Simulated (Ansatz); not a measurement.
## CdSe: the change of pressure with volume scale

Periodic Kohn-Sham DFT of a crystal at fixed atoms, scaled to volume_scale times the given cell; pressure positive in compression, energy less spherical unpolarised free atoms, largest_vzz the field gradient of largest size among the nuclei. The results are calculated, by Ansatz 0.2.0.

The cell before it is scaled or strained (space group F-43m, No. 216):
```
CELL_PARAMETERS angstrom
0.00000 3.07030 3.07030
3.07030 0.00000 3.07030
3.07030 3.07030 0.00000
ATOMIC_POSITIONS crystal
Cd 0.00000 0.00000 0.00000
Se 0.25000 0.25000 0.25000
```

Settings of every row: method all-electron PAW; functional LDA; relativity scalar; k mesh 8x8x8; filling fermi-dirac; smearing width 0.03 eV; nucleus gaussian.

Atom start moment: 0 on all atoms.

Limits: small gap, it may come from the mesh.

| row | volume scale | V (Å³/atom) | pressure (GPa) |
| --- | --- | --- | --- |
| 1 | 0.94 | 27.206 | -0.2 |
| 2 | 0.9405 | 27.221 | -0.23 |
| 3 | 0.96 | 27.785 | -1.343 |
| 4 | 0.98 | 28.364 | -2.352 |
| 5 | 0.99 | 28.653 | ? |
| 6 | 1 | 28.942 | -3.248 |
| 7 | 1.01 | 29.232 | -3.657 |
| 8 | 1.02 | 29.522 | -4.041 |
| 9 | 1.04 | 30.101 | -4.74 |
| 10 | 1.06 | 30.68 | -5.357 |

Question: what pressure should row 5 give?

Worked fit of pressure. Take u = (V_r/V)^(2/3) − 1 with V_r = 28.942 Å³ an atom, which is twice the finite (Eulerian) strain; such expansions in the strain, on which the Birch-Murnaghan equation of state is built, carry the rest volume and the bulk modulus. The shown rows have u = 0.0421, 0.04172, 0.02757, 0.01354, 0, -0.00662, -0.01314, -0.02584, -0.03813. Least squares give pressure = −3.2477 + 63.128 × u + 212.19 × u² + 192 × u³ GPa; a parabola predicts inner rows, each left out in turn, worse (root mean square 0.0034 against 0.0015 GPa). The rows lie off it by 0.000, 0.001, -0.001, 0.002, 0.000, -0.001, 0.000, 0.001, 0.000. The withheld row has u = 0.00671, so the fit gives −3.2477 + 63.128 × (0.00671) + 212.19 × (0.00671)² + 192 × (0.00671)³ = -2.814 GPa.

The calculation gave -2.814 GPa. The fit meets it to the printed digit.
